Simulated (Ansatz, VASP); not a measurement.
**One calculation of MgSe, two programs**

```xyz
2
Lattice="0.0000 2.7337 2.7337 2.7337 0.0000 2.7337 2.7337 2.7337 0.0000" Properties=species:S:1:pos:R:3 pbc="T T T"
Mg    0.0000    0.0000    0.0000
Se    2.7337    2.7337    2.7337
```

Alike in both runs: task electric field gradients; functional LDA; k mesh 10 × 10 × 10; occupations fermi-dirac, width 0.01 eV; no spin polarisation.

|  | VASP | Ansatz |
| --- | --- | --- |
| version | VASP 6.6.1 | Ansatz 0.2.0 |
| potentials or method | VASP PAW LDA potentials, release 64 (Mg, Se) | PAW with Ansatz's default frozen-core files, scalar-relativistic |
| plane-wave cutoff (eV) | 520 | 420 |
| valence electrons in the cell | 8 | 26 |

VASP gave:

```
gap on the k mesh at the Fermi level (eV)                      : 1.63
pressure (GPa)                                                 : -3.0
Vzz of the field gradient on the site that differs most (V/Å²) : 0.0
```

Question: Estimate Ansatz's values.

Answer: gap on the k mesh at the Fermi level (eV): 1.65; pressure (GPa): -2.7; Vzz of the field gradient on the site that differs most (V/Å²): 0.0.

The two sets of potentials don't hold the same shells in valence.

A k mesh can miss the band edges.
